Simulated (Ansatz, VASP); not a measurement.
**Two plane-wave programs on S**

File INCAR:

```
SYSTEM = S
ALGO     = Normal         ! electronic algorithm
EDIFF    = 1E-6           ! SCF threshold, eV
ENCUT    = 520            ! plane-wave cutoff, eV
GGA      = PS             ! functional
ISIF     = 2              ! what is computed and relaxed
ISMEAR   = -1             ! smearing method
LASPH    = .True.         ! aspherical terms in the spheres
LCHARG   = .False.        ! write CHGCAR
LREAL    = .False.        ! projectors in reciprocal space
LWAVE    = .False.        ! write WAVECAR
NBANDS   = 13             ! bands
NELM     = 100            ! most SCF steps
PREC     = Accurate       ! precision mode
SIGMA    = 0.05           ! smearing width, eV
```

The input KPOINTS:

```
k-points
0
Gamma
  13 13 13
  0 0 0
```

Contents of POSCAR:

```
S
1.0
    0.0000000000      2.4980432615      2.4980432615
    2.4980432615      0.0000000000      2.4980432615
    2.4980432615      2.4980432615      0.0000000000
S
2
Direct
   -0.1250000000     -0.1250000000     -0.1250000000
    0.1250000000      0.1250000000      0.1250000000
```

Input for Ansatz:

```yaml
crystal:
  lattice:
    - [0.0, 2.4980432615, 2.4980432615]
    - [2.4980432615, 0.0, 2.4980432615]
    - [2.4980432615, 2.4980432615, 0.0]
  atoms:
    - { symbol: S, position: [-0.125, -0.125, -0.125] }
    - { symbol: S, position: [0.125, 0.125, 0.125] }
kpoints:
  mp_grid: { grid: [13, 13, 13] }
scf:
  occupations: { method: fermi_dirac, width: 0.05 }
hamiltonian:
  xc: pbesol
  pseudopotentials: { kind: paw }
output:
  forces: true
  stress: true
  eigenvalues: true
  populations: true
```

Change from the starting cell: volume scaled by 0.68, PAW files.

Alike in both runs: task single point; functional PBEsol; k mesh 13 × 13 × 13; occupations fermi-dirac, width 0.05 eV; no spin polarisation.

|  | VASP | Ansatz |
| --- | --- | --- |
| version | VASP 6.6.1 | Ansatz 0.2.0 |
| potentials or method | VASP PAW PBE potentials, release 64 (S) | PAW with Ansatz's default frozen-core files, scalar-relativistic |
| plane-wave cutoff (eV) | 520 | 420 |
| valence electrons in the cell | 12 | 12 |

Ansatz gave:

| Item | Value |
| --- | --- |
| pressure (GPa) | 34.4 |

Question: Estimate VASP's values.

Answer: Pressure (GPa): 34.7.

With one functional, cell and mesh, what is left measures potentials, basis and numerics.

Caveats: so large a pressure means that the cell lies far from this level's equilibrium, or that cutoff or potentials fall short (VASP); the potentials were made for another functional, which shifts forces and pressure (VASP).
